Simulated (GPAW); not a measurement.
# InAs (F-43m) in GPAW: notebook, part 2 of 2

GPAW 26.7.0. Earlier steps stand in the parts before.

## 5. Band structure, vdW-DF2, spin-orbit coupling, no magnetisation

run.py reads:

```python
import numpy as np
from ase.dft.bandgap import bandgap
from ase.io import read, write
from gpaw import GPAW, PW
from gpaw.spinorbit import soc_eigenstates

atoms = read('InAs.cif')

calc = GPAW(mode=PW(600),
            xc={'name': 'vdW-DF2', 'backend': 'libvdwxc'},
            kpts={'size': (6, 6, 6), 'gamma': True},
            occupations={'name': 'fermi-dirac', 'width': 0.05},
            nbands=18,
            convergence={'density': 1e-05, 'energy': 1e-05},
            maxiter=150,
            txt='gpaw.txt')
atoms.calc = calc
energy = atoms.get_potential_energy()
forces = atoms.get_forces()
calc.write('gs.gpw')
write('result.traj', atoms)
print(f'Energy: {energy:.6f} eV')
print('Forces (eV/A):')
print(forces.round(4))
print('Fermi level:', round(calc.get_fermi_level(), 4), 'eV')
print(f'Gap: {bandgap(calc)[0]:.4f} eV, direct: {bandgap(calc, direct=True)[0]:.4f} eV')

path = atoms.cell.bandpath('GXWKGLUWLK,UX', npoints=60, eps=1e-4)
bs_calc = calc.fixed_density(kpts=path, symmetry='off', nbands=30,
                             convergence={'bands': 'CBM+6.0', 'eigenstates': 1e-6}, txt='bands.txt')
bs = bs_calc.band_structure()
bs.write('bs.json')
print(f'Gap on the path: {bandgap(bs_calc)[0]:.4f} eV')

soc = soc_eigenstates(bs_calc, theta=0, phi=0)
np.savetxt('soc_bands.dat', soc.eigenvalues(), fmt='%.4f')
mesh = soc_eigenstates('gs.gpw', theta=0, phi=0)
np.savetxt('soc_mesh.dat', mesh.eigenvalues(), fmt='%.4f')
print('Fermi level with spin-orbit coupling:', round(mesh.fermi_level, 4), 'eV')
```

InAs.cif reads:

```cif
data_InAs
_cell_length_a 4.26809653
_cell_length_b 4.26809653
_cell_length_c 4.26809653
_cell_angle_alpha 60.00000000
_cell_angle_beta 60.00000000
_cell_angle_gamma 60.00000000
_space_group_name_H-M_alt 'P1'
_space_group_name_Hall 'P 1'
_space_group_IT_number 1
loop_
_space_group_symop_operation_xyz
'x,y,z'
loop_
_atom_site_label
_atom_site_type_symbol
_atom_site_symmetry_multiplicity
_atom_site_Wyckoff_symbol
_atom_site_fract_x
_atom_site_fract_y
_atom_site_fract_z
_atom_site_occupancy
In1 In 1 a 0.0000000000 0.0000000000 0.0000000000 1
As1 As 1 a 0.7500000000 0.7500000000 0.7500000000 1
```

Potentials or basis: GPAW PAW data sets (gpaw-data 1.2.1), pw.

Started as:

```bash
$ OMP_NUM_THREADS=1 python run.py
```

gpaw.txt:

```text
__  _  _
 | _ |_)|_||  |
 |__||  | ||/\| - 26.7.0

Input parameters:
  mode=PW(ecut=600.0),
  convergence={'density': 1e-05, 'energy': 1e-05},
  kpts=MonkhorstPack(size=(6, 6, 6), gamma=True),
  maxiter=150,
  nbands=18,
  occupations=Occupations(name='fermi-dirac', width=0.05),
  xc=XC(name='vdW-DF2', backend='libvdwxc')

Diagonalizing LCAO Hamiltonian
Converting LCAO to pw mode

                          As

       In

Atoms  # Å, Bohr magnetons
|   | symbol |        x |        y |        z |    initial magnetic moments |
|---|--------|----------|----------|----------|-----------------------------|
| 0 |     In | 0.000000 | 0.000000 | 0.000000 | ( 0.0000,  0.0000,  0.0000) |
| 1 |     As | 6.402145 | 3.696280 | 2.613665 | ( 0.0000,  0.0000,  0.0000) |

Unit cell  # Å
| periodic |        x |        y |        z |  lengths |    angles |
|----------|----------|----------|----------|----------|-----------|
|      yes | 4.268097 | 0.000000 | 0.000000 | 4.268097 | 60.000000 |
|      yes | 2.134048 | 3.696280 | 0.000000 | 4.268097 | 60.000000 |
|      yes | 2.134048 | 1.232093 | 3.484886 | 4.268097 | 60.000000 |

Number of symmetries: 24
Symmetry operations  # r_c * U_cc + t_c -> r_c
|    | kind |            matrix            |
|----|------|------------------------------|
|  0 |  E   |  1, 0, 0,  0, 1, 0,  0, 0, 1 |
|  1 |  σ   |  1, 0, 0,  0, 0, 1,  0, 1, 0 |
|  2 |  σ   |  1, 0,-1,  0, 1,-1,  0, 0,-1 |
|  3 |  C3  |  1, 0,-1,  0, 0,-1,  0, 1,-1 |
|  4 |  C3  |  1,-1, 0,  0,-1, 1,  0,-1, 0 |
|  5 |  σ   |  1,-1, 0,  0,-1, 0,  0,-1, 1 |
|  6 |  σ   |  0, 1, 0,  1, 0, 0,  0, 0, 1 |
|  7 |  C3  |  0, 1, 0,  0, 0, 1,  1, 0, 0 |
|  8 |  C2  |  0, 1,-1,  1, 0,-1,  0, 0,-1 |
|  9 |  S4  |  0, 1,-1,  0, 0,-1,  1, 0,-1 |
| 10 |  C3  |  0, 0, 1,  1, 0, 0,  0, 1, 0 |
| 11 |  σ   |  0, 0, 1,  0, 1, 0,  1, 0, 0 |
| 12 |  S4  |  0, 0,-1,  1, 0,-1,  0, 1,-1 |
| 13 |  C3  |  0, 0,-1,  0, 1,-1,  1, 0,-1 |
| 14 |  S4  |  0,-1, 1,  1,-1, 0,  0,-1, 0 |
| 15 |  C2  |  0,-1, 1,  0,-1, 0,  1,-1, 0 |
| 16 |  C3  |  0,-1, 0,  1,-1, 0,  0,-1, 1 |
| 17 |  S4  |  0,-1, 0,  0,-1, 1,  1,-1, 0 |
| 18 |  S4  | -1, 1, 0, -1, 0, 1, -1, 0, 0 |
| 19 |  C3  | -1, 1, 0, -1, 0, 0, -1, 0, 1 |
| 20 |  C3  | -1, 0, 1, -1, 1, 0, -1, 0, 0 |
| 21 |  S4  | -1, 0, 1, -1, 0, 0, -1, 1, 0 |
| 22 |  σ   | -1, 0, 0, -1, 1, 0, -1, 0, 1 |
| 23 |  C2  | -1, 0, 0, -1, 0, 1, -1, 1, 0 |

BZ-sampling:
  Number of BZ points: 216
  Number of IBZ points: 16

  Monkhorst-Pack size: [6, 6, 6]
  Monkhorst-Pack shift: [0.08333333333333333, 0.08333333333333333, 0.08333333333333333]

K-points  # in reciprocal-cell coordinates
|     |                                coordinates |     weight |
[... 71 lines left out ...]
      rc: 0.33  # [Å]
      lmax: 2
    cutoffs:
      filter: 1.87  # [Å]
      core: 2.96  # [Å]
    projectors
    | kind |    occ | energy [eV] | rcut [Å] |
    |------|--------|-------------|----------|
    |   4s |  2.000 |     -14.487 |    1.058 |
    |   4p |  3.000 |      -5.196 |    1.058 |
    |    s |        |      12.725 |    1.058 |
    |    p |        |      22.016 |    1.058 |
    |    d |        |       0.000 |    1.058 |

    Using partial waves for As as LCAO basis

Reference energy: -221478.393260  # eV

eigensolver:
  PPCG
  Converge bands: occupied
  niter=2

density mixing:
  MSR1-Mixer
  Pratt-step length: 0.05
  Maximum mixing coefficient: 0.75
  Old densities: 10
  SVD Regularization: 0.005
  Good broyden scale: 1.0
  Trust region scale: 1.0
  Backstep threshold: 4.0
  History deletion threshold: 6.0
  Fourier metric: weight=20.0, sigma=0.015

occupation numbers:
  Fermi-Dirac:
    width: 0.0500  # eV

poisson solver:
  ecut: 4800.0  # eV

xc functional:
  name: vdW-DF2 with libvdwxc
  Mode: serial
  Semilocal: GGA_X_RPW86+LDA_C_PW with 2 nearest neighbor stencil
  Local blocksize: 50 x 50 x 50
  PAW datasets: PBE

convergence criteria:
- Maximum integral of absolute [dens]ity change: 1e-05 electrons / valence electron
- Maximum [total energy] change in last 3 cyles: 1e-05 eV / valence electron
- Maximum integral of absolute [eigenst]ate change: 4e-08 eV^2 / valence electron
maximum number of iterations: 150

SCF iterations
|iter     | |      energy | eigst |  dens |
|---------|-|-------------|-------|-------|
|iter:   1| | -179.767097 | -0.28 |       |
|iter:   2| | -179.705911 | -2.04 | -1.14 |
|iter:   3| | -179.461847 | -1.62 | -1.18 |
|iter:   4| | -179.461486 | -3.16 | -1.79 |
|iter:   5| | -179.462150 | -3.73 | -2.25 |
|iter:   6| | -179.462370 | -5.01 | -2.77 |
|iter:   7| | -179.462380 | -6.21 | -3.49 |
|iter:   8| | -179.462381c| -7.46c| -4.08 |
|iter:   9| | -179.462381c| -7.83c| -4.83 |
|iter:  10| | -179.462381c| -8.43c| -5.41c|

Converged in 10 steps
Energy contributions relative to reference atoms: (reference = -221478.393260)

Energy contributions:
  Kinetic:          34.616045
  Coulomb:         -31.168319
  Zero:             -0.196627
  External:          0.000000
  Xc:             -182.713009
  Entropy:          -0.000939
  Spinorbit:         0.000000
  ----------------------------
  Free energy:    -179.462850
  Extrapolated:   -179.462381

dipole moment: (-24.150837, -13.943492, -9.859538)  # |e|*Ang

Fermi level: 5.048
Eigenvalues  # (at kpt = [0.000, 0.000, 0.000])
| band index |      eig [eV] | occ [0-2] |
|------------|---------------|-----------|
|          0 |        -9.575 |     2.000 |
|        ... |               |           |
|          2 |        -9.575 |     2.000 |
|          3 |        -9.449 |     2.000 |
|          4 |        -9.449 |     2.000 |
|          5 |        -6.936 |     2.000 |
|          6 |         4.652 |     1.999 |
|          7 |         5.013 |     1.344 |
[... 8 lines left out ...]
|         16 |        15.532 |     0.000 |
|         17 |        15.532 |     0.000 |

No gap
No difference between direct/indirect transitions

Forces  # eV/Ang
|        x |        y |       z |
|----------|----------|---------|
|  0.00000 |  0.00000 | 0.00000 |  # In   0
| -0.00000 | -0.00000 | 0.00000 |  # As   1

# Writing to gs.gpw (mode='')
```

stdout:

```text
Energy: -179.462381 eV
Forces (eV/A):
[[ 0.  0.  0.]
 [-0. -0.  0.]]
Fermi level: 5.0484 eV
Gap: 0.0000 eV, direct: 0.0000 eV
Gap on the path: 0.0000 eV
Fermi level with spin-orbit coupling: 5.1381 eV
```

It took 25 s on 1 thread of Intel Xeon Platinum 8488C (Sapphire Rapids), shared host; peak memory 0.3 GiB.

What came out:

```yaml
Free_energy: -179.4629 eV
Band_gap_along_the_path: none (metal or under the smearing width)
```

Levels at the corners of the path, in eV from the Fermi level:
```tsv
point	band 15	band 16	band 17	band 18	band 19	band 20	band 21	band 22
Γ	-0.38	-0.38	0.00	0.00	0.00	0.00	3.44	3.44
X	-2.45	-2.45	-2.45	-2.45	1.41	1.41	1.92	1.92
W	-3.13	-3.07	-3.02	-2.93	3.92	4.11	4.17	4.20
K	-3.40	-3.39	-2.08	-2.07	1.97	1.97	4.09	4.15
Γ	-0.38	-0.38	0.00	0.00	0.00	0.00	3.44	3.44
L	-1.25	-1.25	-0.98	-0.98	0.75	0.75	4.46	4.47
U	-3.40	-3.39	-2.08	-2.07	1.97	1.97	4.09	4.15
W	-3.13	-3.07	-3.02	-2.93	3.92	4.11	4.17	4.20
L	-1.25	-1.25	-0.98	-0.98	0.75	0.75	4.46	4.47
K	-3.40	-3.39	-2.08	-2.07	1.97	1.97	4.09	4.15
U	-3.40	-3.39	-2.08	-2.07	1.97	1.97	4.09	4.15
X	-2.45	-2.45	-2.45	-2.45	1.41	1.41	1.92	1.92
```

Caveat: spin-orbit coupling was added after a scalar SCF, so levels and gaps hold it while energy, forces, pressure and moments don't; this program's spin-orbit splittings come out too wide for heavy elements; the PAW data sets were made with another functional, which shifts forces and pressure a little; this crystal is a semiconductor, whose small gap the functional closes, so the metal is an error of the method.

## 6. Comparison with measurements

Step 5. Against the measured gap of InAs, 0.418 eV (direct; 4.2 K; a printed reference work, data compilation), the calculated 0.00 eV is off by -0.42 eV. The value is that of vdW-DF2, without temperature or zero-point motion.
